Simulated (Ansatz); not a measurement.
# NbC (Fm-3m): from the first guess to the electronic structure

Task: find the zero-pressure cell of NbC (Fm-3m) and describe its electrons.

Method: DFT PBE, scalar-relativistic, plane waves, PAW, in Ansatz 0.2.0.

## 1. The system as given

It takes space group Fm-3m (No. 225, cubic). Conventional cell: a = 4.469 Å, b = 4.469 Å, c = 4.469 Å, α = 90.00°, β = 90.00°, γ = 90.00°. Nb (site symmetry m-3m) has 6 C at 2.23 Å as nearest neighbours. C (site symmetry m-3m) is surrounded by 6 Nb at 2.23 Å.

Structure file:

```cif
data_structure
_symmetry_space_group_name_H-M 'Fm-3m'
_symmetry_Int_Tables_number 225
_cell_length_a 4.4691
_cell_length_b 4.4691
_cell_length_c 4.4691
_cell_angle_alpha 90.000
_cell_angle_beta 90.000
_cell_angle_gamma 90.000
_cell_volume 89.26
loop_
_atom_site_label
_atom_site_type_symbol
_atom_site_symmetry_multiplicity
_atom_site_Wyckoff_symbol
_atom_site_fract_x
_atom_site_fract_y
_atom_site_fract_z
_atom_site_occupancy
Nb1 Nb 4 a 0.00000 0.00000 0.00000 1
C1 C 4 b 0.50000 0.00000 0.00000 1
```

## 2. The first run

input.yaml reads:

```yaml
crystal:
  lattice:
    - [0.0, 2.23455, 2.23455]
    - [2.23455, 0.0, 2.23455]
    - [2.23455, 2.23455, 0.0]
  atoms:
    - { symbol: Nb, position: [0.0, 0.0, 0.0] }
    - { symbol: C, position: [0.5, 0.5, 0.5] }
basis:
  ecutwfc: 420
  ecutrho_ratio: 4
kpoints:
  mp_grid: { grid: [18, 18, 18] }
hamiltonian:
  xc: pbe
scf:
  occupations: { method: gaussian, width: 0.05 }
output:
  forces: true
  stress: true
  eigenvalues: true
```

The run is started by

```
$ ansatz run input.yaml --threads 1 --pin off --max-ram 2560MiB --backend cpu --events-out ev --progress --plain --runs-dir out
```

Further steps of the session: A step to a new volume; A step to a new volume; A single point with the electronic structure.

Q: Predict the outcome of this session. Wanted: space group; conventional cell; volume; pressure; gap; states at the Fermi level; Bader charges.

As calculated:

```
                 quantity                                                                      value
              space group                                                            Fm-3m (No. 225)
        conventional cell  a = 4.485 Å, b = 4.485 Å, c = 4.485 Å, α = 90.00°, β = 90.00°, γ = 90.00°
                   volume                                                             11.277 Å³/atom
                 pressure                                                                   0.00 GPa
                      gap                                                               none (metal)
states at the Fermi level                                                       0.74 per eV per cell
            Bader charges                                                        Nb +1.75; C -1.75 e
```

Over the 3 runs shown the cell moved from 11.16 to 11.28 Å³/atom, a change of +1.1 %, where the pressure is zero within 0.01 GPa. Bands cross the Fermi level, so it is a metal at this level; the largest share of the states at the Fermi level is Nb 4d (73 % of the projected weight, then C 2p with 24 %). Nb gives up the most charge, +1.75 e by Bader's partition.
